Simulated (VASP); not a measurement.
# BN (Fm-3m) in VASP: a series of runs

One crystal, BN, is run at these levels: PBE, HSE06; tasks: single point.

All numbers are computed with VASP 6.6.1; they aren't measurements. Logs are shortened: lines on timing, memory, paths and dates and some standing lists are left out, and cuts for length are marked.

### Step 1. The crystal as given

The structure is cubic, space group Fm-3m (No. 225). The conventional cell has a = 3.492 Å, b = 3.492 Å, c = 3.492 Å, α = 90.00°, β = 90.00°, γ = 90.00°. B (site symmetry m-3m) has 6 N at 1.75 Å as nearest neighbours. N (site symmetry m-3m) is surrounded by 6 B at 1.75 Å.

The cell was built by a generator and needn't be a form met in nature.

### Step 2. Single point, PBE

INCAR

```
ALGO     = Normal         # electronic algorithm
EDIFF    = 1E-6           # SCF threshold, eV
ENCUT    = 520            # plane-wave cutoff, eV
GGA      = PE             # functional
ISIF     = 2              # what is computed and relaxed
ISMEAR   = -1             # smearing method
LASPH    = True           # aspherical terms in the spheres
LCHARG   = True           # write CHGCAR
LELF     = True           # ELF
LREAL    = False          # projectors in reciprocal space
LVHAR    = True         
LWAVE    = False          # write WAVECAR
NBANDS   = 11             # bands
NELM     = 100            # most SCF steps
PREC     = Accurate       # precision mode
SIGMA    = 0.02           # smearing width, eV
```

KPOINTS

```
k-points
0
Gamma
  12 12 12
```

POSCAR

```
BN
1.0
    0.0000000000      1.7458259515      1.7458259515
    1.7458259515      0.0000000000      1.7458259515
    1.7458259515      1.7458259515      0.0000000000
B N
1 1
Direct
    0.0000000000      0.0000000000      0.0000000000
    0.5000000000      0.5000000000      0.5000000000
```

Potentials or basis: VASP PAW PBE potentials, release 64 (B, N).

Launch:

```sh
cat potpaw_PBE.64/B/POTCAR potpaw_PBE.64/N/POTCAR > POTCAR
mpirun -np 1 vasp_std > vasp.out
```

OUTCAR:

```text
EDIFF = 1E-6
   ENCUT = 520
   GGA = PE
   ISIF = 2
   ISMEAR = -1
   LASPH = True
   LREAL = False
   NELM = 100
   PREC = Accurate

 ion  position               nearest neighbor table
   1  0.000  0.000  0.000-   2 1.75   2 1.75   2 1.75   2 1.75   2 1.75   2 1.75
   2  0.500  0.500  0.500-   1 1.75   1 1.75   1 1.75   1 1.75   1 1.75   1 1.75

  LATTYP: Found a face centered cubic cell.
 ALAT       =     3.4916519030

  Lattice vectors:

 A1 = (   0.0000000000,   1.7458259515,   1.7458259515)
 A2 = (   1.7458259515,   0.0000000000,   1.7458259515)
 A3 = (   1.7458259515,   1.7458259515,   0.0000000000)

Analysis of symmetry for initial positions (statically):
=====================================================================
 Subroutine PRICEL returns:
 Original cell was already a primitive cell.

 Routine SETGRP: Setting up the symmetry group for a
 face centered cubic supercell.

 Subroutine GETGRP returns: Found 48 space group operations
 (whereof 48 operations were pure point group operations)
 out of a pool of 48 trial point group operations.

The static configuration has the point symmetry O_h .

Analysis of symmetry for dynamics (positions and initial velocities):
=====================================================================
 Subroutine PRICEL returns:
 Original cell was already a primitive cell.

 Routine SETGRP: Setting up the symmetry group for a
 face centered cubic supercell.

 Subroutine GETGRP returns: Found 48 space group operations
 (whereof 48 operations were pure point group operations)
 out of a pool of 48 trial point group operations.

The dynamic configuration has the point symmetry O_h .

 Subroutine INISYM returns: Found 48 space group operations
 (whereof 48 operations are pure point group operations),
 and found     1 'primitive' translations

----------------------------------------------------------------------------------------

                                     Primitive cell

  volume of cell :      10.6422

  direct lattice vectors                    reciprocal lattice vectors
     0.000000000  1.745825952  1.745825952    -0.286397392  0.286397392  0.286397392
     1.745825952  0.000000000  1.745825952     0.286397392 -0.286397392  0.286397392
     1.745825952  1.745825952  0.000000000     0.286397392  0.286397392 -0.286397392

  length of vectors
     2.468970738  2.468970738  2.468970738     0.496054835  0.496054835  0.496054835

  position of ions in fractional coordinates (direct lattice)
     0.000000000  0.000000000  0.000000000
     0.500000000  0.500000000  0.500000000

  ion indices of the primitive-cell ions
   primitive index   ion index
                 1           1
                 2           2

----------------------------------------------------------------------------------------

 KPOINTS: k-points

Automatic generation of k-mesh.
 Grid dimensions read from file:
 generate k-points for:   12   12   12

 Generating k-lattice:

  Cartesian coordinates                     Fractional coordinates (reciprocal lattice)
    -0.023866449  0.023866449  0.023866449     0.083333333  0.000000000  0.000000000
     0.023866449 -0.023866449  0.023866449     0.000000000  0.083333333  0.000000000
     0.023866449  0.023866449 -0.023866449     0.000000000  0.000000000  0.083333333

  Length of vectors
     0.041337903  0.041337903  0.041337903

  Shift w.r.t. Gamma in fractional coordinates (k-lattice)
     0.000000000  0.000000000  0.000000000

 Subroutine IBZKPT returns following result:
 ===========================================

 Found     72 irreducible k-points:

 Following reciprocal coordinates:
            Coordinates               Weight
  0.000000  0.000000  0.000000      1.000000
  0.083333  0.000000  0.000000      8.000000
  0.166667  0.000000  0.000000      8.000000
  0.250000  0.000000  0.000000      8.000000
  0.333333  0.000000  0.000000      8.000000
  0.416667  0.000000  0.000000      8.000000
[... 16 lines left out ...]
  0.500000  0.166667  0.000000     24.000000
 -0.416667  0.166667  0.000000     24.000000
 [... further k-points ...]
   k-points           NKPTS =     72   k-points in BZ     NKDIM =     72   number of bands    NBANDS=     11
   number of dos      NEDOS =    301   number of ions     NIONS =      2
   total plane-waves  NPLWV =   5832
   dimension x,y,z NGX =    18 NGY =   18 NGZ =   18
   dimension x,y,z NGXF=    36 NGYF=   36 NGZF=   36
   ions per type =               1   1
   NGX,Y,Z   is equivalent  to a cutoff of  12.12, 12.12, 12.12 a.u.
   NGXF,Y,Z  is equivalent  to a cutoff of  24.24, 24.24, 24.24 a.u.
 SYSTEM =  unknown system
   PREC   = accura    normal or accurate (medium, high low for compatibility)
   ISTART =      0    job   : 0-new  1-cont  2-samecut
   ICHARG =      2    charge: 1-file 2-atom 10-const
   ISPIN  =      1    spin polarized calculation?
   LNONCOLLINEAR =      F non collinear calculations
   LSORBIT =      F    spin-orbit coupling
   LASPH  =      T    aspherical Exc in radial PAW
   ENCUT  =  520.0 eV  38.22 Ry    6.18 a.u.   4.59  4.59  4.59*2*pi/ulx,y,z
   NELM   =    100;   NELMIN=  2; NELMDL= -5     # of ELM steps
   EDIFF  = 0.1E-05   stopping-criterion for ELM
   LREAL  =      F    real-space projection
   EDIFFG = 0.1E-04   stopping-criterion for IOM
   NSW    =      0    number of steps for IOM
   IBRION =     -1    ionic relax: 0-MD 1-quasi-New 2-CG
   NFREE  =      0    steps in history (QN), initial steepest desc. (CG)
   ISIF   =      2    stress and relaxation
   ISYM   =      2    0-nonsym 1-usesym 2-fastsym
   POTIM  = 0.5000    time-step for ionic-motion
   TEBEG  =    0.0;   TEEND  =   0.0 temperature during run
   PSTRESS=    0.0 pullay stress
   NELECT =       8.0000    total number of electrons
   NUPDOWN=      -1.0000    fix difference up-down
   EMIN   =  10.00;   EMAX   =-10.00  energy-range for DOS
   EFERMI =   0.00;   METHOD = LEGACY
   ISMEAR =    -1;   SIGMA  =   0.02  broadening in eV -4-tet -1-fermi 0-gaus
   EFERMI_NEDOS =   21; number of points for ismear=-14 and -15
   IALGO  =     38    algorithm
   IMIX   =      4    mixing-type and parameters
     AMIX     =   0.40;   BMIX     =  1.00
     AMIX_MAG =   1.60;   BMIX_MAG =  1.00
  volume/ion in A,a.u.               =       5.32        35.91
  Fermi-wavevector in a.u.,A,eV,Ry     =   1.488540  2.812933 30.147133  2.215752
  Thomas-Fermi vector in A             =   2.601562
   LORBIT       =      0    0 simple, 1 ext, 2 COOP (PROOUT), +10 PAW based schemes
   GGA     = PE    functional components
   LHFCALC =     F    Hartree Fock is set to
   AEXX    =    0.0000 exact exchange contribution
   IVDW    =     0    specifies the selected vdW correction
   LEPSILON=     F    determine dielectric tensor
   LRPA    =     F    only Hartree local field effects (RPA)
 non-spin polarized calculation
  energy-cutoff  :      520.00
  volume of cell :       10.64
 maximum number of plane-waves:       302
   NGX =  9   NGY =  9   NGZ =  9

 number of electron       7.9999998 magnetization

 Free energy of the ion-electron system (eV)
  ---------------------------------------------------
  ext. energy  EPLUGINS =         0.00000000
  ---------------------------------------------------
  free energy    TOTEN  =       -13.94445005 eV

  energy without entropy =      -13.94445005  energy(sigma->0) =      -13.94445005

 E-fermi :  10.9649     XC(G=0): -13.7604

 val. band max:       10.4571320552   @ k =  -0.1667   0.1667   0.0000
 cond. band min:      11.6528723786   @ k =   0.5000   0.5000   0.0000
 fundamental gap:      1.1957403233
 Fermi energy:        10.9649329877

 k-point     1 :       0.0000    0.0000    0.0000
  band No.  band energies     occupation
      1     -12.1048      2.00000
      2       9.5243      2.00000
      3       9.5243      2.00000
      4       9.5243      2.00000
      5      19.6288      0.00000
      6      22.4961      0.00000
      7      22.4961      0.00000
      8      22.4961      0.00000
      9      28.9941      0.00000
     10      28.9941      0.00000
     11      28.9941      0.00000

 k-point     2 :       0.0833    0.0000    0.0000
  band No.  band energies     occupation
      1     -11.9093      2.00000
      2       8.6836      2.00000
      3       9.5089      2.00000
      4       9.5089      2.00000
      5      19.8533      0.00000
      6      21.8286      0.00000
      7      21.8286      0.00000
      8      22.3637      0.00000
      9      28.3726      0.00000
     10      29.4896      0.00000
     11      29.4896      0.00000

 k-point     3 :       0.1667    0.0000    0.0000
  band No.  band energies     occupation
      1     -11.3279      2.00000
      2       6.5964      2.00000
      3       9.4852      2.00000
      4       9.4852      2.00000
      5      19.7903      0.00000
      6      20.2894      0.00000
      7      20.2894      0.00000
      8      22.5030      0.00000
      9      28.0711      0.00000
     10      30.8943      0.00000
     11      30.8943      0.00000

 k-point     4 :       0.2500    0.0000    0.0000
  band No.  band energies     occupation
      1     -10.3786      2.00000
      2       3.9611      2.00000
      3       9.5011      2.00000
      4       9.5011      2.00000
      5      18.5589      0.00000
      6      18.5589      0.00000
      7      19.0699      0.00000
      8      23.1507      0.00000
      9      28.7656      0.00000
     10      33.0909      0.00000
     11      33.0909      0.00000
[... 239 lines left out ...]
 k-point    22 :       0.4167    0.1667    0.0000
  band No.  band energies     occupation
      1      -7.9602      2.00000
      2       0.9300      2.00000
      3       7.3653      2.00000
      4       7.4123      2.00000
      5      14.6306      0.00000
      6      19.8976      0.00000
      7      20.4350      0.00000
      8      24.5825      0.00000
      9      27.2172      0.00000
     10      38.5979      0.00000
     11      41.7294      0.00000

 k-point    23 :       0.5000    0.1667    0.0000
  band No.  band energies     occupation
      1      -6.6363      2.00000
      2      -1.0677      2.00000
      3       6.5837      2.00000
      4       7.7746      2.00000
      5      14.8615      0.00000
      6      18.5814      0.00000
      7      20.3158      0.00000
      8      24.9105      0.00000
      9      29.8144      0.00000
     10      36.9545      0.00000
     11      42.9220      0.00000

 k-point    24 :      -0.4167    0.1667    0.0000
  band No.  band energies     occupation
      1      -6.3655      2.00000
      2      -1.4207      2.00000
      3       5.9089      2.00000
      4       8.4708      2.00000
      5      15.4111      0.00000
      6      17.4788      0.00000
      7      20.5083      0.00000
      8      24.8622      0.00000
      9      32.2208      0.00000
     10      35.0119      0.00000
     11      39.5381      0.00000

 [... further k-points ...]

------------------------ aborting loop because EDIFF is reached ----------------------------------------

  FORCE on cell =-STRESS in cart. coord.  units (eV):
  Direction    XX          YY          ZZ          XY          YZ          ZX
  --------------------------------------------------------------------------------------
  -------------------------------------------------------------------------------------
  Total        0.2565680      0.2565680      0.2565680      0.0000000     -0.0000000      0.0000000
  in kB       38.6260440     38.6260440     38.6260440      0.0000000     -0.0000000      0.0000000
  external PRESSURE =      38.6260440 kB  Pullay stress =       0.0000000 kB

 VOLUME and BASIS-vectors are now :
 -----------------------------------------------------------------------------
  energy-cutoff  :      520.00
  volume of cell :       10.64
      direct lattice vectors                 reciprocal lattice vectors
     0.000000000  1.745825952  1.745825952    -0.286397392  0.286397392  0.286397392
     1.745825952  0.000000000  1.745825952     0.286397392 -0.286397392  0.286397392
     1.745825952  1.745825952  0.000000000     0.286397392  0.286397392 -0.286397392

 POSITION                                       TOTAL-FORCE (eV/Angst)
 -----------------------------------------------------------------------------------
      0.00000      0.00000      0.00000        -0.000000      0.000000      0.000000
      1.74583      1.74583      1.74583         0.000000     -0.000000     -0.000000
 -----------------------------------------------------------------------------------
    total drift:                               -0.000000     -0.000000     -0.000000

  FREE ENERGIE OF THE ION-ELECTRON SYSTEM (eV)
  ---------------------------------------------------
  free  energy   TOTEN  =       -13.9444500524 eV

  energy  without entropy=      -13.9444500524  energy(sigma->0) =      -13.94445005
```

Run time: 9.7 s. Hardware: 1 thread of Intel Xeon Platinum 8488C (Sapphire Rapids), shared host; peak memory 0.11 GiB.

What came out:

```
Free energy            : -13.9445 eV
Pressure               : 3.9 GPa
Band gap on the k mesh : 1.20 eV, indirect (least direct gap 5.85 eV)
```

Levels at points of the mesh, in eV from the valence-band top:
| k point | band 2 | band 3 | band 4 | band 5 | band 6 | band 7 |
| --- | --- | --- | --- | --- | --- | --- |
| (0.00, 0.00, 0.00) | -0.93 | -0.93 | -0.93 | 9.17 | 12.04 | 12.04 |
| (0.50, 0.00, 0.00) | -12.64 | -0.69 | -0.69 | 5.16 | 5.16 | 7.21 |
| (0.50, 0.50, 0.00) | -11.95 | -5.69 | -5.69 | 1.20 | 8.78 | 14.60 |

A k mesh can miss the band edges. A hybrid or GW would open this gap; PBE tends to underestimate it.

(Part 1 of 2 ends here.)
